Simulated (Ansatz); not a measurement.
**AlCu: do energies and stresses tell the same story?**

These are results of DFT PBEsol, scalar-relativistic, plane waves, PAW (Ansatz), not measurements.

Settings: cutoff 420 eV, Γ-centred mesh 14×14×14 on the computed 2-atom cell, Gaussian smearing of 0.10 eV; no spin polarisation.

Relaxed cell: Pm-3m, a = 2.956 Å, b = 2.956 Å, c = 2.956 Å, α = 90.00°, β = 90.00°, γ = 90.00°, 2 atoms in the primitive cell. Whether it is the stable form of this composition wasn't checked.

Energies at zero smearing and pressures from the stress tensor, at volumes with shape and atoms relaxed:
```json
{"V (Å³/atom)": "11.365", "E − E(first) (meV/atom)": "0.00", "P (GPa)": "22.00"}
{"V (Å³/atom)": "11.752", "E − E(first) (meV/atom)": "-44.47", "P (GPa)": "15.02"}
{"V (Å³/atom)": "12.140", "E − E(first) (meV/atom)": "-73.41", "P (GPa)": "9.13"}
{"V (Å³/atom)": "12.527", "E − E(first) (meV/atom)": "-89.30", "P (GPa)": "4.17"}
{"V (Å³/atom)": "12.915", "E − E(first) (meV/atom)": "-94.18", "P (GPa)": "0.00"}
{"V (Å³/atom)": "13.302", "E − E(first) (meV/atom)": "-89.76", "P (GPa)": "-3.53"}
{"V (Å³/atom)": "13.690", "E − E(first) (meV/atom)": "-77.49", "P (GPa)": "-6.51"}
{"V (Å³/atom)": "14.206", "E − E(first) (meV/atom)": "-50.94", "P (GPa)": "-9.78"}
```

Q: Check P = −dE/dV between neighbouring volumes, and get the bulk modulus from the pressures alone.

A: With 1 eV/Å³ = 160.2 GPa:
```tsv
middle V (Å³/atom)	−ΔE/ΔV (GPa)	mean P (GPa)
11.559	18.389	18.508
11.946	11.969	12.074
12.334	6.571	6.653
12.721	2.015	2.086
13.108	-1.826	-1.765
13.496	-5.073	-5.021
13.948	-8.237	-8.146
```

The two differ by 0.12 GPa at most. The mean of two end pressures misses the average over a step by about ΔV² P″/12, up to 0.10 GPa here; with that taken off 0.03 GPa remains. The stress is the derivative of the free energy, not of the energy at zero smearing, and with free energies 0.00 GPa remains. Around V = 12.915 Å³/atom, the two neighbours give B = −V ΔP/ΔV = 12.915 × 7.70 / 0.775 = 128.4 GPa, against B0 = 128.0 GPa from the Birch–Murnaghan fit of the energies.